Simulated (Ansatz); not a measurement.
# AlN: the cost of one run

Program: Ansatz 0.2.0. Level of theory: DFT LDA, scalar-relativistic, plane waves, PAW. These are calculated values, not measurements.

6 further runs of the same task are left out: 1 that didn't finish, 5 set aside as unsound or not needed.

## 1. The system as given

It takes space group Fm-3m (No. 225, cubic). Conventional cell: a = 4.011 Å, b = 4.011 Å, c = 4.011 Å, α = 90.00°, β = 90.00°, γ = 90.00°. Around Al (site symmetry m-3m) lie 6 N at 2.01 Å. N (site symmetry m-3m) has 6 Al at 2.01 Å as nearest neighbours.

As a file:

```
CELL_PARAMETERS angstrom
0.00000 2.00552 2.00552
2.00552 0.00000 2.00552
2.00552 2.00552 0.00000
ATOMIC_POSITIONS crystal
Al 0.50000 0.50000 0.50000
N 0.00000 0.00000 0.00000
```

It goes back to an entry of the Materials Project, which need not be the stable form.

It is the result of an earlier relaxation at this level (volume 8.07 Å³/atom; gap on the mesh: 4.71 eV).

## 2. What is varied

The energy is mapped over two normal modes frozen in (zone-centre modes of the cell shown, which folds in the wave vector (0, 1/2, 1/2) of the primitive cell).

- amplitude of mode 10 (581 cm⁻¹), largest displacement: 11 values from −0.089 to 0.089 Å
- amplitude of mode 12 (731 cm⁻¹), largest displacement: 11 values from −0.074 to 0.074 Å

Nothing else is relaxed (the cell and all other modes fixed). Energies count from the relaxed high-symmetry cell. Points are written as (first, second).

The modes come from a phonon run on the reference cell, made beforehand.

Displacement patterns for an amplitude of 1 (Å):

| atom | x1 | y1 | z1 | x2 | y2 | z2 |
| --- | --- | --- | --- | --- | --- | --- |
| Al1 | 0.000 | 0.213 | 0.000 | -0.015 | 0.000 | 0.000 |
| Al2 | 0.000 | -0.213 | 0.000 | 0.015 | 0.000 | 0.000 |
| N3 | 0.000 | 1.000 | 0.000 | 1.000 | 0.000 | 0.000 |
| N4 | 0.000 | -1.000 | 0.000 | -1.000 | 0.000 | 0.000 |

## 3. Grid point (−0.018 Å, −0.074 Å)

Contents of input.yaml:

```yaml
crystal:
  lattice:
    - [0.0, -2.0055201245, -2.0055201245]
    - [0.0, 2.0055201245, -2.0055201245]
    - [4.0110402489, 0.0, 0.0]
  atoms:
    - { symbol: Al, position: [0.5009435316, 0.4990564684, 0.0002768981] }
    - { symbol: Al, position: [-0.0009435316, 0.0009435316, 0.4997231019] }
    - { symbol: "N", position: [0.5044377515, 0.4955622485, 0.4815509206] }
    - { symbol: "N", position: [-0.0044377515, 1.0044377515, 0.0184490794] }
basis:
  ecutwfc: 520.0
kpoints:
  mp_grid: { grid: [8, 8, 6] }
hamiltonian:
  xc: lda
scf:
  occupations: { method: gaussian, width: 0.05 }
output:
  forces: true
  stress: true
  eigenvalues: true
```

Run with:

```
$ ansatz run input.yaml --threads 1 --pin off --max-ram 2048MiB --backend cpu --events-out ev --progress --plain --runs-dir out
```

Q: Estimate wall time and peak memory on 1 thread of Arm Neoverse N1, shared host.

About 6.5 s, with a peak of 0.36 GiB.
